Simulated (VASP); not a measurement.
# BiTe (Fm-3m) in VASP: notebook

The runs below take BiTe through single point, with PBE.

Everything below comes from runs of VASP 6.6.1. Logs are shortened: lines on timing, memory, paths and dates and some standing lists are left out, and cuts for length are marked.

## 1. Starting point

The structure is cubic, space group Fm-3m (No. 225). Conventional cell: a = 6.470 Å, b = 6.470 Å, c = 6.470 Å, α = 90.00°, β = 90.00°, γ = 90.00°. Bi (site symmetry m-3m) is surrounded by 6 Te at 3.23 Å. Te (site symmetry m-3m) is surrounded by 6 Bi at 3.23 Å.

## 2. Single point, PBE

Contents of INCAR:

```
  PREC = Accurate
  ENCUT = 520
  EDIFF = 1E-7
  ISMEAR = -1
  SIGMA = 0.1
  LREAL = F
  LASPH = T
  NELM = 100
  ALGO = Normal
  ISIF = 2
  LWAVE = F
  LCHARG = T
  GGA = PE
  LELF = T
  LVHAR = T
  NBANDS = 18
```

Contents of KPOINTS:

```
Automatic mesh
0
Gamma
  6 6 6
```

Contents of POSCAR:

```
BiTe
1.0
    0.0000000000      3.2350000000      3.2350000000
    3.2350000000      0.0000000000      3.2350000000
    3.2350000000      3.2350000000      0.0000000000
Bi Te
1 1
Direct
    0.0000000000      0.0000000000      0.0000000000
    0.5000000000      0.5000000000      0.5000000000
```

Potentials or basis: VASP PAW PBE potentials, release 64 (Bi_d, Te).

Started as:

```bash
> cat potpaw_PBE.64/Bi_d/POTCAR potpaw_PBE.64/Te/POTCAR > POTCAR
> mpirun -np 1 vasp_std > vasp.out
```

OUTCAR:

```text
PREC = Accurate
   ENCUT = 520
   EDIFF = 1E-7
   ISMEAR = -1
   LREAL = F
   LASPH = T
   NELM = 100
   ISIF = 2
   GGA = PE

 ion  position               nearest neighbor table
   1  0.000  0.000  0.000-   2 3.23   2 3.23   2 3.23   2 3.23   2 3.23   2 3.23
   2  0.500  0.500  0.500-   1 3.23   1 3.23   1 3.23   1 3.23   1 3.23   1 3.23

  LATTYP: Found a face centered cubic cell.
 ALAT       =     6.4700000000

  Lattice vectors:

 A1 = (   0.0000000000,   3.2350000000,   3.2350000000)
 A2 = (   3.2350000000,   0.0000000000,   3.2350000000)
 A3 = (   3.2350000000,   3.2350000000,   0.0000000000)

Analysis of symmetry for initial positions (statically):
=====================================================================
 Subroutine PRICEL returns:
 Original cell was already a primitive cell.

 Routine SETGRP: Setting up the symmetry group for a
 face centered cubic supercell.

 Subroutine GETGRP returns: Found 48 space group operations
 (whereof 48 operations were pure point group operations)
 out of a pool of 48 trial point group operations.

The static configuration has the point symmetry O_h .

Analysis of symmetry for dynamics (positions and initial velocities):
=====================================================================
 Subroutine PRICEL returns:
 Original cell was already a primitive cell.

 Routine SETGRP: Setting up the symmetry group for a
 face centered cubic supercell.

 Subroutine GETGRP returns: Found 48 space group operations
 (whereof 48 operations were pure point group operations)
 out of a pool of 48 trial point group operations.

The dynamic configuration has the point symmetry O_h .

 Subroutine INISYM returns: Found 48 space group operations
 (whereof 48 operations are pure point group operations),
 and found     1 'primitive' translations

----------------------------------------------------------------------------------------

                                     Primitive cell

  volume of cell :      67.7100

  direct lattice vectors                    reciprocal lattice vectors
     0.000000000  3.235000000  3.235000000    -0.154559505  0.154559505  0.154559505
     3.235000000  0.000000000  3.235000000     0.154559505 -0.154559505  0.154559505
     3.235000000  3.235000000  0.000000000     0.154559505  0.154559505 -0.154559505

  length of vectors
     4.574980874  4.574980874  4.574980874     0.267704916  0.267704916  0.267704916

  position of ions in fractional coordinates (direct lattice)
     0.000000000  0.000000000  0.000000000
     0.500000000  0.500000000  0.500000000

  ion indices of the primitive-cell ions
   primitive index   ion index
                 1           1
                 2           2

----------------------------------------------------------------------------------------

 KPOINTS: Automatic mesh

Automatic generation of k-mesh.
 Grid dimensions read from file:
 generate k-points for:    6    6    6

 Generating k-lattice:

  Cartesian coordinates                     Fractional coordinates (reciprocal lattice)
    -0.025759918  0.025759918  0.025759918     0.166666667  0.000000000  0.000000000
     0.025759918 -0.025759918  0.025759918     0.000000000  0.166666667  0.000000000
     0.025759918  0.025759918 -0.025759918     0.000000000  0.000000000  0.166666667

  Length of vectors
     0.044617486  0.044617486  0.044617486

  Shift w.r.t. Gamma in fractional coordinates (k-lattice)
     0.000000000  0.000000000  0.000000000

 Subroutine IBZKPT returns following result:
 ===========================================

 Found     16 irreducible k-points:

 Following reciprocal coordinates:
            Coordinates               Weight
  0.000000  0.000000  0.000000      1.000000
  0.166667  0.000000  0.000000      8.000000
  0.333333  0.000000  0.000000      8.000000
  0.500000  0.000000  0.000000      4.000000
  0.166667  0.166667  0.000000      6.000000
  0.333333  0.166667  0.000000     24.000000
[... 8 lines left out ...]
 -0.333333  0.333333  0.166667     24.000000
 -0.333333  0.500000  0.166667     12.000000
   k-points           NKPTS =     16   k-points in BZ     NKDIM =     16   number of bands    NBANDS=     18
   number of dos      NEDOS =    301   number of ions     NIONS =      2
   total plane-waves  NPLWV =  46656
   dimension x,y,z NGX =    36 NGY =   36 NGZ =   36
   dimension x,y,z NGXF=    72 NGYF=   72 NGZF=   72
   ions per type =               1   1
   NGX,Y,Z   is equivalent  to a cutoff of  13.08, 13.08, 13.08 a.u.
   NGXF,Y,Z  is equivalent  to a cutoff of  26.16, 26.16, 26.16 a.u.
 SYSTEM =  unknown system
   PREC   = accura    normal or accurate (medium, high low for compatibility)
   ISTART =      0    job   : 0-new  1-cont  2-samecut
   ICHARG =      2    charge: 1-file 2-atom 10-const
   ISPIN  =      1    spin polarized calculation?
   LNONCOLLINEAR =      F non collinear calculations
   LSORBIT =      F    spin-orbit coupling
   LASPH  =      T    aspherical Exc in radial PAW
   ENCUT  =  520.0 eV  38.22 Ry    6.18 a.u.   8.51  8.51  8.51*2*pi/ulx,y,z
   NELM   =    100;   NELMIN=  2; NELMDL= -5     # of ELM steps
   EDIFF  = 0.1E-06   stopping-criterion for ELM
   LREAL  =      F    real-space projection
   EDIFFG = 0.1E-05   stopping-criterion for IOM
   NSW    =      0    number of steps for IOM
   IBRION =     -1    ionic relax: 0-MD 1-quasi-New 2-CG
   NFREE  =      0    steps in history (QN), initial steepest desc. (CG)
   ISIF   =      2    stress and relaxation
   ISYM   =      2    0-nonsym 1-usesym 2-fastsym
   POTIM  = 0.5000    time-step for ionic-motion
   TEBEG  =    0.0;   TEEND  =   0.0 temperature during run
   PSTRESS=    0.0 pullay stress
   NELECT =      21.0000    total number of electrons
   NUPDOWN=      -1.0000    fix difference up-down
   EMIN   =  10.00;   EMAX   =-10.00  energy-range for DOS
   EFERMI =   0.00;   METHOD = LEGACY
   ISMEAR =    -1;   SIGMA  =   0.10  broadening in eV -4-tet -1-fermi 0-gaus
   EFERMI_NEDOS =   21; number of points for ismear=-14 and -15
   IALGO  =     38    algorithm
   IMIX   =      4    mixing-type and parameters
     AMIX     =   0.40;   BMIX     =  1.00
     AMIX_MAG =   1.60;   BMIX_MAG =  1.00
  volume/ion in A,a.u.               =      33.86       228.46
  Fermi-wavevector in a.u.,A,eV,Ry     =   1.108146  2.094092 16.707785  1.227988
  Thomas-Fermi vector in A             =   2.244669
   LORBIT       =      0    0 simple, 1 ext, 2 COOP (PROOUT), +10 PAW based schemes
   GGA     = PE    functional components
   LHFCALC =     F    Hartree Fock is set to
   AEXX    =    0.0000 exact exchange contribution
   IVDW    =     0    specifies the selected vdW correction
   LEPSILON=     F    determine dielectric tensor
   LRPA    =     F    only Hartree local field effects (RPA)
 non-spin polarized calculation
  energy-cutoff  :      520.00
  volume of cell :       67.71
 maximum number of plane-waves:      1853
 NGX is ok and might be reduce to    36
   NGX = 17   NGY = 17   NGZ = 17

 number of electron      21.0000001 magnetization

 Free energy of the ion-electron system (eV)
  ---------------------------------------------------
  ext. energy  EPLUGINS =         0.00000000
  ---------------------------------------------------
  free energy    TOTEN  =        -7.19428825 eV

  energy without entropy =       -7.14001578  energy(sigma->0) =       -7.16715202

 E-fermi :   6.6036     XC(G=0):  -9.4335

 val. band max:        6.5380536701   @ k =  -0.1667   0.1667   0.0000
 cond. band min:       6.6912481183   @ k =   0.3333   0.0000   0.0000
 fundamental gap:      0.1531944482
 Fermi energy:         6.6036316920

 k-point     1 :       0.0000    0.0000    0.0000
  band No.  band energies     occupation
      1     -16.4979      2.00000
      2     -16.4979      2.00000
      3     -16.4949      2.00000
      4     -16.4949      2.00000
      5     -16.4949      2.00000
      6      -6.8715      2.00000
[... 10 lines left out ...]
     17      12.7670      0.00000
     18      13.2090      0.00000

 k-point     2 :       0.1667    0.0000    0.0000
  band No.  band energies     occupation
      1     -16.4989      2.00000
      2     -16.4989      2.00000
      3     -16.4944      2.00000
      4     -16.4933      2.00000
      5     -16.4933      2.00000
      6      -6.6242      2.00000
[... 10 lines left out ...]
     17      14.2278      0.00000
     18      14.5869      0.00000

 k-point     3 :       0.3333    0.0000    0.0000
  band No.  band energies     occupation
      1     -16.5013      2.00000
      2     -16.5013      2.00000
      3     -16.4935      2.00000
      4     -16.4897      2.00000
      5     -16.4897      2.00000
      6      -5.9030      2.00000
[... 10 lines left out ...]
     17      16.1187      0.00000
     18      17.1444      0.00000

 k-point     4 :       0.5000    0.0000    0.0000
  band No.  band energies     occupation
      1     -16.5025      2.00000
      2     -16.5025      2.00000
      3     -16.4930      2.00000
      4     -16.4878      2.00000
      5     -16.4878      2.00000
      6      -4.9185      2.00000
[... 10 lines left out ...]
     17      14.8558      0.00000
     18      15.8678      0.00000

 k-point     5 :       0.1667    0.1667    0.0000
  band No.  band energies     occupation
      1     -16.5011      2.00000
      2     -16.4968      2.00000
      3     -16.4957      2.00000
      4     -16.4923      2.00000
      5     -16.4923      2.00000
      6      -6.5475      2.00000
[... 10 lines left out ...]
     17      13.2692      0.00000
     18      13.5897      0.00000

 k-point     6 :       0.3333    0.1667    0.0000
  band No.  band energies     occupation
      1     -16.5038      2.00000
      2     -16.4976      2.00000
      3     -16.4952      2.00000
      4     -16.4900      2.00000
      5     -16.4890      2.00000
      6      -6.0057      2.00000
[... 10 lines left out ...]
     17      14.8488      0.00000
     18      15.1432      0.00000

 k-point     7 :       0.5000    0.1667    0.0000
  band No.  band energies     occupation
      1     -16.5045      2.00000
      2     -16.5000      2.00000
      3     -16.4928      2.00000
      4     -16.4889      2.00000
      5     -16.4872      2.00000
      6      -5.0842      2.00000
[... 10 lines left out ...]
     17      15.4173      0.00000
     18      16.2341      0.00000

 k-point     8 :      -0.3333    0.1667    0.0000
  band No.  band energies     occupation
      1     -16.5025      2.00000
      2     -16.5013      2.00000
      3     -16.4922      2.00000
      4     -16.4891      2.00000
      5     -16.4889      2.00000
      6      -5.3943      2.00000
[... 10 lines left out ...]
     17      15.6039      0.00000
     18      16.0761      0.00000

 k-point     9 :      -0.1667    0.1667    0.0000
  band No.  band energies     occupation
      1     -16.5007      2.00000
      2     -16.4997      2.00000
      3     -16.4938      2.00000
      4     -16.4922      2.00000
      5     -16.4903      2.00000
      6      -6.2245      2.00000
[... 10 lines left out ...]
     17      13.7608      0.00000
     18      16.3887      0.00000

 k-point    10 :       0.3333    0.3333    0.0000
  band No.  band energies     occupation
      1     -16.5081      2.00000
      2     -16.4975      2.00000
      3     -16.4945      2.00000
      4     -16.4872      2.00000
      5     -16.4872      2.00000
      6      -5.7106      2.00000
[... 10 lines left out ...]
     17      15.3342      0.00000
     18      15.3342      0.00000

 k-point    11 :       0.5000    0.3333    0.0000
  band No.  band energies     occupation
      1     -16.5093      2.00000
      2     -16.4964      2.00000
      3     -16.4953      2.00000
      4     -16.4862      2.00000
      5     -16.4856      2.00000
      6      -5.1334      2.00000
[... 10 lines left out ...]
     17      16.2218      0.00000
     18      16.4720      0.00000

 k-point    12 :      -0.3333    0.3333    0.0000
  band No.  band energies     occupation
      1     -16.5063      2.00000
      2     -16.4983      2.00000
      3     -16.4924      2.00000
      4     -16.4886      2.00000
      5     -16.4869      2.00000
      6      -4.6673      2.00000
[... 10 lines left out ...]
     17      15.6408      0.00000
     18      18.5152      0.00000

 k-point    13 :       0.5000    0.5000    0.0000
  band No.  band energies     occupation
      1     -16.5119      2.00000
      2     -16.4983      2.00000
      3     -16.4933      2.00000
      4     -16.4844      2.00000
      5     -16.4844      2.00000
      6      -5.1138      2.00000
[... 10 lines left out ...]
     17      16.2845      0.00000
     18      17.2566      0.00000

 k-point    14 :       0.5000    0.3333    0.1667
  band No.  band energies     occupation
      1     -16.5058      2.00000
      2     -16.4979      2.00000
      3     -16.4944      2.00000
      4     -16.4884      2.00000
      5     -16.4873      2.00000
      6      -5.3922      2.00000
[... 10 lines left out ...]
     17      14.9236      0.00000
     18      16.4060      0.00000

 k-point    15 :      -0.3333    0.3333    0.1667
  band No.  band energies     occupation
      1     -16.5060      2.00000
      2     -16.4987      2.00000
      3     -16.4915      2.00000
      4     -16.4907      2.00000
      5     -16.4858      2.00000
      6      -4.6626      2.00000
[... 10 lines left out ...]
     17      15.9208      0.00000
     18      17.1292      0.00000

 k-point    16 :      -0.3333    0.5000    0.1667
  band No.  band energies     occupation
      1     -16.5088      2.00000
      2     -16.4962      2.00000
      3     -16.4950      2.00000
      4     -16.4880      2.00000
      5     -16.4844      2.00000
      6      -4.8077      2.00000
[... 10 lines left out ...]
     17      16.7596      0.00000
     18      17.1013      0.00000

------------------------ aborting loop because EDIFF is reached ----------------------------------------

  FORCE on cell =-STRESS in cart. coord.  units (eV):
  Direction    XX          YY          ZZ          XY          YZ          ZX
  --------------------------------------------------------------------------------------
  -------------------------------------------------------------------------------------
  Total        0.3444768      0.3444768      0.3444768     -0.0000000      0.0000000     -0.0000000
  in kB        8.1511268      8.1511268      8.1511268     -0.0000000      0.0000000     -0.0000000
  external PRESSURE =       8.1511268 kB  Pullay stress =       0.0000000 kB

 VOLUME and BASIS-vectors are now :
 -----------------------------------------------------------------------------
  energy-cutoff  :      520.00
  volume of cell :       67.71
      direct lattice vectors                 reciprocal lattice vectors
     0.000000000  3.235000000  3.235000000    -0.154559505  0.154559505  0.154559505
     3.235000000  0.000000000  3.235000000     0.154559505 -0.154559505  0.154559505
     3.235000000  3.235000000  0.000000000     0.154559505  0.154559505 -0.154559505

 POSITION                                       TOTAL-FORCE (eV/Angst)
 -----------------------------------------------------------------------------------
      0.00000      0.00000      0.00000         0.000000      0.000000      0.000000
      3.23500      3.23500      3.23500         0.000000      0.000000     -0.000000
 -----------------------------------------------------------------------------------
    total drift:                               -0.000000      0.000000      0.000000

  FREE ENERGIE OF THE ION-ELECTRON SYSTEM (eV)
  ---------------------------------------------------
  free  energy   TOTEN  =        -7.1942882478 eV

  energy  without entropy=       -7.1400157823  energy(sigma->0) =       -7.16715202
```

It took 15 s on 1 thread of AMD EPYC 9R45 (Zen 5), shared host; peak memory 0.17 GiB.

Results:

| Property | Result |
| --- | --- |
| Free energy | -7.1943 eV |
| Pressure | 0.8 GPa |
| Band gap on the k mesh | none (metal or under the smearing width) |

Caveat: spin-orbit coupling is left out, which moves the levels of the heavy elements.

(Part 1 of 2 ends here.)
